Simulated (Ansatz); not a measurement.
# PtSe2 (Sudovikovite) (P-3m1) in Ansatz: single point with PBE

Aim: the single point of PtSe2 (Sudovikovite) with PBE.

All numbers are computed with Ansatz 0.2.0; they aren't measurements. Logs are shortened: lines on timing, memory, paths and dates and some standing lists are left out, and cuts for length are marked.

**1. The crystal as given**

The structure is trigonal, space group P-3m1 (No. 164). The conventional cell has a = 3.724 Å, b = 3.724 Å, c = 5.062 Å, α = 90.00°, β = 90.00°, γ = 120.00°. Pt (site symmetry -3m) is surrounded by 6 Se at 2.49 Å. Around Se (site symmetry 3m) lie 3 Pt at 2.49 Å.

**2. Single point, PBE**

Input file input.yaml:

```yaml
crystal:
  lattice:
    - [3.724, 0.0, 0.0]
    - [-1.862, 3.2250786037, 0.0]
    - [0.0, 0.0, 5.062]
  atoms:
    - { symbol: Pt, position: [0.0, 0.0, 0.0] }
    - { symbol: Se, position: [0.6666666667, 0.3333333333, 0.75] }
    - { symbol: Se, position: [0.3333333333, 0.6666666667, 0.25] }
hamiltonian:
  xc: pbe
  pseudopotentials: { kind: paw }
kpoints:
  mp_grid: { grid: [8, 8, 5] }
scf:
  occupations: { method: fermi_dirac, width: 0.05 }
basis:
  ecutwfc: "500 eV"
output:
  forces: true
  stress: true
  eigenvalues: true
```

Potentials or basis: Ansatz PAW.

Command:

```sh
> ansatz run input.yaml --threads 2 --pin off --max-ram 5120MiB --backend cpu --events-out ev --progress --plain --runs-dir out
```

Output:

```text
Warning: RAYON_NUM_THREADS=2 ignored (pool sized by the plan → 2); use --threads N
Engine: ansatz 0.2.0, x86_64-unknown-linux-gnu
Pseudopotentials: kind: paw
Pseudopotential: Pt, paw, valence charge 18, recommended cutoff 420 eV (normal), Pt.paw.azcp
Pseudopotential: Se, paw, valence charge 16, recommended cutoff 420 eV (normal), Se.paw.azcp
Functional definition: PBE
  parameter kappa = 0.804
  parameter beta = 0.06672455060314922
  exchange = pbe_x(kappa = kappa, mu = beta*pi^2/3)
  correlation = pbe_c(beta = beta)
Crystal: 3 atoms, lattice volume = 60.796 Å³
Basis set: ecut = 500 eV, 1543 PW (Γ), exchange–correlation on 60×60×80 points (8 copies of the dense FFT grid, shifted against one another)
Bands: 30, of which v1, the nominal top of the filled ones, is band 25 counted from 1 (24 counted from 0)
Symmetry: 12 space group operations
Space group: P-3m1 (ITA 164), of the structure as read, at distance tolerance 3.9e-5 Å
k-points: 40 of 320
Non-local potential: Pt, projectors of the file, l = 0: 3, l = 1: 2, l = 2: 2, l = 3: 1
Non-local potential: Se, projectors of the file, l = 0: 2, l = 1: 2, l = 2: 3, l = 3: 1
PAW form: soft (Blöchl's): semilocal exchange-correlation on the pseudo side does not see the compensation charge
PAW one-centre angular grid: Pt, 590 points (default); XC on 64 Gauss nodes
PAW one-centre angular grid: Se, 590 points (default); XC on 64 Gauss nodes
Initial density: superposition of atomic densities (neutral atoms: chi_scale 0, normalization atom), corrected by the library's trained network
Initial wavefunctions: pseudopotential atomic-orbital guess
Functional: x = pbe(κ = 0.804, μ = 0.2195149727645171), c = pbe(β = 0.06672455060314922)
SCF iter   1: F=—  HF=-23462.257343 eV  |F-HF|=—  |Δ(HF+E_count)|=         —  Δρ=3.01e-3  dr2=4.64e-3  ethr=1.77e-3  ⟨swp⟩=5.8  Hψ=4726  notcnv=0
preconditioner: auto → LDOS  [metal: Δε(μ)=0.106 eV  Ē_g=10.189 eV  σ=0.050 eV  W_gap=0.46  n_scr=22 (ndim 8)  ℏωp=22.3 eV  f_vac=0.036  D(μ)=0.58/eV (n_scr^D=2)  β→1.0]
SCF iter   2: F=—  HF=-23462.259613 eV  |F-HF|=—  |Δ(HF+E_count)|=   2.27e-3  Δρ=2.07e-3  dr2=3.80e-3  ethr=9.28e-6  ⟨swp⟩=2.1  Hψ=2701  notcnv=0  defer=5
SCF iter   3: F=—  HF=-23462.258863 eV  |F-HF|=—  |Δ(HF+E_count)|=   7.49e-4  Δρ=3.24e-4  dr2=5.63e-5  ethr=7.60e-6  ⟨swp⟩=2.0  Hψ=1525  notcnv=0  defer=5
SCF iter   4: F=—  HF=-23462.258874 eV  |F-HF|=—  |Δ(HF+E_count)|=   1.03e-5  Δρ=4.43e-5  dr2=5.18e-7  ethr=1.13e-7  ⟨swp⟩=2.0  Hψ=2154  notcnv=0  defer=5
iter 5 did not close the SCF: its close was put off for the readings that it lacked (scf_convergence_deferred on its scf_iter line)
SCF iter   5: F=-23462.258875 eV  HF=-23462.258875 eV  |F-HF|=1.01e-8  |Δ(HF+E_count)|=   1.16e-6  Δρ=6.30e-6  dr2=2.86e-8  ethr=1.04e-9  ⟨swp⟩=2.0  Hψ=1947  notcnv=0  defer=5
SCF iter   6: F=-23462.258875 eV  HF=-23462.258875 eV  |F-HF|=1.25e-9  |Δ(HF+E_count)|=   2.45e-8  Δρ=2.46e-6  dr2=5.56e-9  ethr=5.73e-11  ⟨swp⟩=3.0  Hψ=4128  notcnv=0
SCF 1 converged in 6 iterations: F = -23462.258875 eV  dr2 = 5.56e-9
SCF converged after 6 iterations
Free energy (F): -23462.258875 eV
Harris-Foulkes:  -23462.258875 eV  (|F-HF|=1.25e-9)
Internal energy: -23462.253520 eV  (E = F + TS)
E sigma→0 (E₀):  -23462.256198 eV
Entropy (-TS):   -0.005355 eV (-1.785 meV/atom)
Fermi energy:    13.365520 eV
--- Per-component energies (eV) ---
  E_band       = -958.504568
  E_kinetic    = 876.419458
  E_local      = -6791.665922  (includes V_loc(G=0)·N_el)
  E_nonlocal   = -990.476132
  E_hartree    = 3150.804115
  E_xc         = -471.404826
  E_vxc        = -500.889502  (∫ρ·V_xc dr)
  E_paw        = -13277.994586  (= ΣΔE_a)
  E_vpaw       = 146.498294  (= ΣTr[D̂ρ^β])
  E_aug_tail   = -0.000263  (compensation charges beyond the density's cutoff)
  E_ewald      = -5957.935364
  E_smearing   = -0.005355  (= −TS)
  E_closure    = 0.000000  (closes the sum)
  Σ components = -23462.258875   (vs F -23462.258875, Δ=0.00e0)
--- Forces (eV/Å), atoms counted from 1 ---
  atom   1  Pt    -0.00000000     0.00000000     0.00000000
  atom   2  Se     0.00000000    -0.00000000    -0.59150206
  atom   3  Se    -0.00000000     0.00000000     0.59150206
  max |Σ_I F_I| component: 1.16e-18 eV/Å
--- Stress (GPa, compression-positive) ---
        7.920762       0.000000      -0.000000
       -0.000000       7.920762       0.000000
       -0.000000       0.000000       6.071754
  P = ⅓ Tr σ = 7.3044 GPa (73.044 kbar)
--- Band table (eV; the first three rows and the last of 40) ---
  k-point 0: bands = ["-86.2448", "-40.4950", "-40.4950", "-40.4008", "-35.2403", "-35.2403", "-35.2379", "-35.2379", "-35.2239", "-35.2239", "-35.2190", "-35.2190", "-35.2141", "-35.2139", "-2.4046", "0.4215", "6.1081", "6.8174", "6.8174", "9.2774", "9.2774", "10.7214", "12.2406", "12.2406", "13.7178", "14.7786", "14.7786", "16.9275", "17.5298", "20.6148"]
  k-point 1: bands = ["-86.2448", "-40.4950", "-40.4950", "-40.4008", "-35.2402", "-35.2402", "-35.2379", "-35.2379", "-35.2236", "-35.2236", "-35.2194", "-35.2194", "-35.2142", "-35.2138", "-2.2585", "0.0738", "6.6268", "6.8355", "6.8355", "9.2660", "9.2660", "10.6864", "12.0748", "12.0748", "12.8735", "15.0674", "15.0674", "17.2366", "18.3674", "20.4746"]
  k-point 2: bands = ["-86.2448", "-40.4950", "-40.4950", "-40.4008", "-35.2401", "-35.2401", "-35.2380", "-35.2380", "-35.2228", "-35.2228", "-35.2202", "-35.2202", "-35.2143", "-35.2137", "-1.9172", "-0.5476", "6.8653", "6.8653", "7.6293", "9.2492", "9.2492", "10.4682", "11.7552", "11.8432", "11.8432", "15.5398", "15.5398", "17.9541", "19.4749", "20.1590"]
  k-point 39: bands = ["-86.2446", "-40.5034", "-40.5008", "-40.4001", "-35.2397", "-35.2394", "-35.2388", "-35.2380", "-35.2229", "-35.2215", "-35.2211", "-35.2208", "-35.2136", "-35.2135", "-0.4495", "-0.3172", "6.3762", "6.9049", "7.4763", "8.4652", "8.8104", "9.5216", "9.6715", "10.7433", "11.0056", "14.8015", "15.3068", "19.1677", "20.2197", "21.0515"]
```

It took 0.69 s on 2 threads of AMD EPYC 9R45 (Zen 5), shared host; peak memory 0.46 GiB.

What came out:

| Property | Result |
| --- | --- |
| Free energy | -23462.2589 eV |
| Pressure | 7.3 GPa |
| Largest force | 0.592 eV/Å |
| Band gap on the k mesh | none (metal or under the smearing width) |

Forces on the atoms (eV/Å):
```
Pt   0.000  0.000  0.000
Se   0.000  0.000 -0.592
Se   0.000  0.000  0.592
```

Levels at points of the mesh, in eV from the Fermi level:
```csv
k point,band 22,band 23,band 24,band 25,band 26,band 27,band 28,band 29
"(0.00, 0.00, 0.00)",-2.64,-1.12,-1.12,0.35,1.41,1.41,3.56,4.16
"(0.00, -0.50, 0.00)",-3.60,-3.57,-3.49,-3.04,0.62,2.31,4.74,5.79
```

Spin-orbit coupling is left out, which matters for the levels of Pt.
